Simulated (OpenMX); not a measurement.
Be:

```
CELL_PARAMETERS angstrom
2.28530 0.00000 0.00000
-1.14265 1.97913 0.00000
0.00000 0.00000 3.58420
ATOMIC_POSITIONS crystal
Be 0.66667 0.33333 0.75000
Be 0.33333 0.66667 0.25000
```

Base run:

```yaml
Program: OpenMX 3.8.5
Functional: PBE
Potentials_or_basis: OpenMX 2013 PBE set, Be7.0-s3p2d1, grid cutoff 300 Ry
k_mesh: 13 × 13 × 9
Occupations: fermi-dirac, width 0.05 eV
Spin: no spin polarisation
```

Its results: pressure -3.4 GPa.

The run is repeated on the same cell with these changes: potentials or basis from OpenMX 2013 PBE set, Be7.0-s3p2d1, grid cutoff 300 Ry to OpenMX 2013 PBE set, Be7.0-s2p1, grid cutoff 420 Ry; k mesh from 13 × 13 × 9 to 9 × 9 × 7. What comes out?

Pressure -2.5 GPa.

Caveats: the basis of atomic orbitals isn't converged, which shifts pressures, moduli and gaps.

Not every run made on this cell is shown here.
